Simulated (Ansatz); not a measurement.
# SiNi2: the cost of one run

Method: DFT PBEsol, scalar-relativistic, plane waves, PAW, in Ansatz 0.2.0.

1 further run of the same task is left out (set aside as unsound or not needed).

### Step 1. The system as given

It takes space group P6_3/mmc (No. 194, hexagonal). The conventional cell has a = 3.868 Å, b = 3.868 Å, c = 4.917 Å, α = 90.00°, β = 90.00°, γ = 120.00°. Around Si (site symmetry -6m2) lie 11 Ni at 2.23 to 2.55 Å. Ni (site symmetry -3m) is surrounded by 8 Ni at 2.46 to 2.55 Å and 6 Si at 2.55 Å. Around Ni (site symmetry -6m2) lie 5 Si at 2.23 to 2.46 Å and 6 Ni at 2.55 Å.

As a file:

```xyz
6
Lattice="3.8685 0.0000 0.0000 -1.9342 3.3502 0.0000 0.0000 0.0000 4.9170" Properties=species:S:1:pos:R:3 pbc="T T T"
Si    0.0000    2.2335    3.6877
Si    1.9342    1.1167    1.2292
Ni    0.0000    0.0000    0.0000
Ni    0.0000    0.0000    2.4585
Ni    0.0000    2.2335    1.2292
Ni    1.9342    1.1167    3.6877
```

It is the result of an earlier relaxation at this level (volume 10.62 Å³/atom; gap on the mesh: none (metal)).

### Step 2. Bulk reference on the slab's mesh

input.yaml reads:

```yaml
crystal:
  lattice:
    - [3.8684636528, 0.0, 0.0]
    - [0.0, 4.9169852583, 0.0]
    - [1.9342318264, 0.0, 3.350187797]
  atoms:
    - { symbol: Si, position: [0.3333333333, 0.25, 0.3333333333] }
    - { symbol: Si, position: [0.6666666667, 0.75, 0.6666666667] }
    - { symbol: Ni, position: [0.0, 0.0, 0.0] }
    - { symbol: Ni, position: [0.0, 0.5, 0.0] }
    - { symbol: Ni, position: [0.3333333333, 0.75, 0.3333333333] }
    - { symbol: Ni, position: [0.6666666667, 0.25, 0.6666666667] }
basis:
  ecutwfc: 420
kpoints:
  mp_grid: { grid: [9, 7, 10] }
hamiltonian:
  xc: pbesol
scf:
  occupations: { method: gaussian, width: 0.1 }
output:
  forces: true
  stress: true
  eigenvalues: true
```

Run with:

```
> ansatz run input.yaml --threads 4 --pin off --max-ram 10240MiB --backend cpu --events-out ev --progress --plain --runs-dir out
```

Q: Estimate wall time and peak memory on 4 threads of Intel Xeon Platinum 8488C (Sapphire Rapids), shared host.

About 5.6 s, with a peak of 0.73 GiB.
